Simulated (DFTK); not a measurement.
The system is SiC (Moissanite).

```
Si C
1.0
     3.07600    0.00000    0.00000
    -1.53800    2.66389    0.00000
     0.00000    0.00000    5.04800
Si C
2 2
Cartesian
  1.5380 0.8880 2.5240
  0.0000 1.7759 0.0000
  1.5380 0.8880 4.4675
  0.0000 1.7759 1.9435
```

Program: DFTK 0.8.2. Alike in all runs: task band structure; no spin polarisation; cell as given; smearing fermi-dirac 0.05 eV.

Task: Order these runs on this cell by their band gap on the k mesh, lowest first.
A. level LDA; potentials or basis cp2k.nc.sr.lda.v0_1.largecore.gth (LDA, GTH); k mesh 10 × 10 × 5; cutoff (eV) 1143
B. level BJ06; potentials or basis SG15 1.2 (PBE); k mesh 7 × 7 × 4; cutoff (eV) 1225; SCF solver ScfAndersonSolver
C. level TASK; potentials or basis SG15 1.2 (PBE); k mesh 7 × 7 × 4; cutoff (eV) 1225; SCF solver ScfAndersonSolver
D. level r2SCAN; potentials or basis cp2k.nc.sr.pbe.v0_1.semicore.gth (PBE, GTH); k mesh 6 × 6 × 3; cutoff (eV) 1524

Result: A (2.39 eV), D (2.70 eV), B (2.88 eV), C (3.50 eV).

Caveats: the mesh misses the band edges, which the band path finds closer together (some runs); the program warned that the kinetic-energy density falls under its von Weizsäcker bound, which can give unphysical results (some runs); the program leaves the constant c of mgga_x_tb09 at 1, so the potential is Becke-Johnson's (BJ06) and not Tran and Blaha's, with levels but no total energy (some runs).

A k mesh can miss the band edges, odd and even meshes differently.
